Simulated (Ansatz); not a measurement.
A one-shot G0W0 calculation of a 4-atom cell of BN started from a crystallographic database with the plane-wave code Ansatz, at the level G0W0@PBE with 88 empty bands, a screening cutoff of 140 eV and a 6×6×4 mesh. Cell and atoms come from a relaxation with r2SCAN.

```yaml
crystal:
  lattice:
    - [2.5439493114, 0.0, 0.0]
    - [-1.2719746557, 2.2031247296, 0.0]
    - [0.0, 0.0, 4.207816782]
  atoms:
    - { symbol: B, position: [0.6666666667, 0.3333333333, 0.0002035746] }
    - { symbol: B, position: [0.3333333333, 0.6666666667, 0.5002035746] }
    - { symbol: "N", position: [0.6666666667, 0.3333333333, 0.3747964254] }
    - { symbol: "N", position: [0.3333333333, 0.6666666667, 0.8747964254] }
kpoints:
  mp_grid: { grid: [6, 6, 4] }
hamiltonian:
  xc: pbe
scf:
  occupations: { method: fixed }
gw:
  n_empty_bands: 88
  ecut_chi: 140
  qp_bands: [v2, c2]
  qp_kpoints: band_edges
  screening: { model: godby_needs }
```

In the abridged output below, numbers in square brackets stand for lines, or ends of lines, that were taken out.
```
Pseudopotential: B, paw, valence charge 3, recommended cutoff 420 eV (normal)
Pseudopotential: N, paw, valence charge 5, recommended cutoff 420 eV (normal)
Functional definition: PBE
Crystal: 4 atoms, lattice volume = 23.583 Å³
Basis set: ecut = 420 eV, 465 PW (Γ)
Bands: 12, of which v1, the nominal top of the filled ones, is band 8 counted from 1 (7 counted from 0)
Symmetry: 12 space group operations
Space group: P63mc (ITA 186)
k-points: 21 of 144 (time reversal used)
Free energy (F): -1084.474502 eV
Fermi energy:    11.366523 eV
--- G₀W₀: ω_p = 30.5855 eV, 144 q-points, 88 empty bands' worth ---
    ik  band        ε_KS         Σx   Σc(E_QP)       V_xc       Z   E_QP_lin       E_QP  E_QP is
     0     7     11.3665   -23.0358     2.9113   -19.4344  0.8282    10.6749    10.6764  root
     0     8     11.3665   -23.0358     2.9113   -19.4344  0.8282    10.6749    10.6764  root
     0     9     19.7624    -7.7122    -5.3658   -14.3977  0.8432    21.0884    21.0821  root
     0    10     19.7624    -7.7122    -5.3658   -14.3977  0.8432    21.0884    21.0821  root
     1     7     10.9888   -22.8878     2.9727   -19.1806  0.8279    10.2526    10.2543  root
     1     8     10.9888   -22.8878     2.9727   -19.1806  0.8279    10.2526    10.2543  root
     1     9     20.2007    -7.7914    -5.4293   -14.5690  0.8420    21.5557    21.5491  root
     1    10     20.2007    -7.7914    -5.4293   -14.5690  0.8420    21.5557    21.5491  root
     3     7     10.5009   -22.4996     2.9270   -18.8015  0.8281     9.7279     9.7297  root
     3     8     10.7761   -22.8414     3.0131   -19.0684  0.8276    10.0145    10.0163  root
     3     9  [1]
     3    10     20.6272    -8.2671    -5.5575   -15.2211  0.8379    22.0311    22.0237  root
     5     7      9.3688   -22.4315     3.2653   -18.2542  0.8257     8.4539     8.4568  root
     5     8      9.3688   -22.4315     3.2653   -18.2542  0.8257     8.4539     8.4568  root
     5     9  [2]
     5    10     20.1086    -8.3069    -5.3080   -14.8024  0.8427    21.3011    21.2961  root
     6     7      8.7279   -21.8908     3.2295   -17.6938  0.8259     7.7571     7.7604  root
     6     8  [3]
     6     9     18.3596    -8.2230    -4.9516   -14.1032  0.8488    19.2910    19.2882  root
     6    10     20.2392    -8.2225    -5.2908   -14.7011  0.8416    21.4321    21.4269  root
     7     7  [4]
     7     8      9.1759   -22.4898     3.3305   -18.2271  0.8251     8.2407     8.2437  root
     7     9     18.1579    -8.4207    -4.9113   -14.2667  0.8484    19.0953    19.0925  root
     7    10     19.4616    -7.9995    -5.1865   -14.2539  0.8458    20.5335    20.5295  root
     8     7      8.1077   -22.3168     3.5540   -17.7219  0.8229     7.0627     7.0668  root
     8     8      8.1077   -22.3168     3.5540   -17.7219  0.8229     7.0627     7.0668  root
     8     9     18.6117    -8.3645    -4.9932   -14.3468  0.8473    19.6040    19.6008  root
     8    10     18.6117    -8.3645    -4.9932   -14.3468  0.8473    19.6040    19.6008  root
     9     7      6.9488   -21.1583     3.4994   -16.5178  0.8236     5.8025     5.8076  root
     9     8      9.2480   -22.6392     3.3474   -18.3674  0.8250     8.3206     8.3237  root
     9     9     18.1007    -7.9505    -4.9231   -13.7196  0.8514    18.9491    18.9468  root
     9    10     19.3539    -8.8556    -4.9385   -14.8755  0.8435    20.4392    20.4353  root
    10     7      7.8627   -21.8861     3.4650   -17.3665  0.8238     6.8039     6.8081  root
    10     8      8.6928   -22.4754     3.4462   -18.0475  0.8240     7.7075     7.7111  root
    10     9     18.2208    -8.7972    -4.8138   -14.5620  0.8474    19.1747    19.1718  root
    10    10     18.2366    -7.9094    -4.9629   -13.7543  0.8506    19.1212    19.1186  root
  […]
```

The points are ik 0 = (0, 0, 0) (Γ), ik 1 = (0, 0, 1/4), ik 3 = (0, 1/6, 0), ik 5 = (0, 1/6, -1/2), ik 6 = (0, 1/3, 0), ik 7 = (0, 1/3, 1/4), ik 8 = (0, 1/3, -1/2), ik 9 = (0, -1/2, 0), ik 10 = (0, -1/2, 1/4), ik 11 = (0, -1/2, -1/2), ik 12 = (1/6, 1/6, 0), ik 15 = (1/6, 1/3, 0); band 8 is the last filled one.

Q: Give the withheld lines. They hold quasiparticle rows.

A:
```
[1]
     3     9     19.1040    -8.0858    -5.1756   -14.3721  0.8452    20.2190    20.2147  root
[2]
     5     9     20.1086    -8.3069    -5.3080   -14.8024  0.8427    21.3011    21.2961  root
[3]
     6     8      9.7110   -22.6619     3.2380   -18.5480  0.8259     8.8325     8.8352  root
[4]
     7     7      8.8456   -22.3218     3.3250   -18.0413  0.8249     7.8869     7.8901  root
```
The trailing digits, and the zero of the energies, depend on the potentials and thresholds.

Run as `ansatz run input.yaml --threads 2 --pin off --max-ram 3686MiB --backend cpu --events-out ev --progress --plain --runs-dir out`.

Q: It ran on 2 threads of Arm Neoverse N1, with other jobs on the host. About how long did it take, and how much host memory at the peak?

A: About 40 s, with a peak of 0.38 GiB.

No spin polarisation and no zero-point or thermal motion.
